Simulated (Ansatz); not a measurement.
## Li2S in Ansatz: the effect of functional

The system is Li2S.

```xyz
3
Lattice="0.0000 2.8254 2.8254 2.8254 0.0000 2.8254 2.8254 2.8254 0.0000" Properties=species:S:1:pos:R:3 pbc="T T T"
S     0.0000    0.0000    0.0000
Li    4.2381    4.2381    4.2381
Li    1.4127    1.4127    1.4127
```

The cell isn't the ideal one: volume scaled by 0.98.

Alike in all runs:

* Program: Ansatz 0.2.0
* Task: single point
* Potentials or basis: Ansatz PAW
* k mesh: 8 × 8 × 8
* Occupations: fermi-dirac, width 0.05 eV
* Spin: no spin polarisation

```csv
functional,cutoff,gap on the mesh (eV),pressure (GPa)
LDA,420 eV (not typed: the program's choice for these potentials),3.15,-1.9
PBEsol,420 eV (not typed: the program's choice for these potentials),3.20,0.1
r2SCAN,500 eV (not typed: the program's choice for these potentials),?,?
```

What does the run with functional r2SCAN give?

gap on the mesh 3.86 eV; pressure 0.9 GPa.

Caveats: the PAW data sets come from PBE, with cores solved anew for the run's functional, which leaves a small shift of forces and pressure.

A k mesh can miss the band edges.
